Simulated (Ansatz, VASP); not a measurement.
Mn in VASP and in Ansatz

```
CELL_PARAMETERS angstrom
2.48365 0.00000 0.00000
-1.24182 2.15090 0.00000
0.00000 0.00000 4.02620
ATOMIC_POSITIONS crystal
Mn 0.66667 0.33333 0.75000
Mn 0.33333 0.66667 0.25000
```

This isn't the form of Mn at room conditions, which is a 58-atom cubic cell.

Alike in both runs: task single point; functional PBE; k mesh 21 × 21 × 12; occupations gaussian, width 0.15 eV; no spin polarisation.

|  | VASP | Ansatz |
| --- | --- | --- |
| version | VASP 6.6.1 | Ansatz 0.2.0 |
| potentials or method | VASP PAW PBE potentials, release 64 (Mn_pv) | scalar-relativistic, plane waves, PAW |
| plane-wave cutoff (eV) | 520 | 420 |
| valence electrons in the cell | 26 | 30 |

|  | VASP | Ansatz | Ansatz less VASP |
| --- | --- | --- | --- |
| gap on the k mesh at the Fermi level (eV) | none | none | - |
| pressure (GPa) | -1.3 | -1.2 | +0.14 |
| largest component of the traceless stress (GPa) | 0.59 | 0.51 | -0.078 |

A gap of «none» marks a metal or a gap that the smearing closes. The functional is the same, so the differences come from potentials, cutoffs and numerics. The two sets of potentials don't hold the same shells in valence.

Caveats: the run has no spin polarisation, though such a crystal can be magnetic. Spin polarisation is off, so any magnetic state and its effect on volume and gap are missing.
